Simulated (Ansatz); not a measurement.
Relaxed BeO (wurtzite):

```
BeO
1.0
    2.71181     0.00000     0.00000
   -1.35591     2.34850     0.00000
    0.00000     0.00000     4.40456
Be O
2 2
Direct
  0.66667   0.33333   0.00149
  0.33333   0.66667   0.50149
  0.66667   0.33333   0.62371
  0.33333   0.66667   0.12371
```

In each cell atom 3 (O, nearest neighbour Be at 1.656 Å; its periodic images, 2.7 Å or more away, move with it) moves by s·(0.000, 0.000, 1.000) (along Cartesian z), the rest being held.

These are PBE (plane waves to 420 eV, PAW, scalar-relativistic; Ansatz, a first-principles code) values and carry that method's errors. k mesh 11×11×6 (Γ-centred), Fermi-Dirac smearing 0.05 eV. E stands for the smeared free energy. BeO was relaxed with its symmetry unable to fall. ΔE is measured from the undisplaced structure.

```
s (Å)   ΔE (meV/cell)
------  -------------
-0.330            818
-0.264            546
-0.198       withheld
-0.132            150
-0.066             40
0.000               0
0.066              45
0.132             192
0.198             467
0.264             901
0.330            1541
```

Fit a polynomial form (powers 2, 3, 4) to the given rows and predict ΔE at s = -0.198.

Least squares on the 10 given rows: ΔE = (9550)·s² + (9964)·s³ + (11770)·s⁴, in meV/cell with s in Å; root-mean-square residual 3.3 meV/cell. At -0.198 the fit gives 315 meV/cell; the calculation gives 322 meV/cell, so the interpolation is off by -7 (-2.2 %). The quadratic term alone would give 374 meV/cell.

(For displaced atoms, the force is minus the slope of the energy, and its curvature is a force constant, which sets phonon frequencies.)
